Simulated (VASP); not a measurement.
Runs of VASP 6.6.1 on Sb. The cell holds a slab with vacuum, 2 atoms: a = 4.078 Å, b = 4.078 Å, c = 28.000 Å, α = 90.00°, β = 90.00°, γ = 120.00°. The cell was built by a generator and needn't be a form met in nature.

```tsv
task	cell	k mesh for the DOS	occupations for the DOS	gap on the mesh (eV)	largest force (eV/Å)
single point	biaxial strain +0.020, atoms relaxed	-	-	(c)	0.08
single point	P-3m1, 201.62 Å³/atom	-	-	1.22	0.11
relaxation of the atoms	atoms relaxed from: biaxial strain +0.070, atoms relaxed	-	-	(a)	-
relaxation of the atoms	atoms relaxed from: biaxial strain +0.020, atoms relaxed	-	-	(b)	-
single point	biaxial strain +0.070, atoms relaxed	-	-	0.88	0.08
single point	P-3m1, 200.71 Å³/atom	-	-	1.19	0.09
```

Alike in all rows: level PBE+D3(BJ); potentials or basis VASP PAW PBE potentials, release 64 (Sb); no spin polarisation; k mesh 9 × 9 × 1; cutoff (eV) 520; smearing gaussian 0.02 eV.

Problem. Estimate the missing entries.

Solution. (a) 0.93; (b) 1.36; (c) 1.39.

Caveats: spin-orbit coupling is left out, which moves the levels of the heavy elements.

A k mesh can miss the band edges, and the runs leave out spin-orbit coupling on Sb.
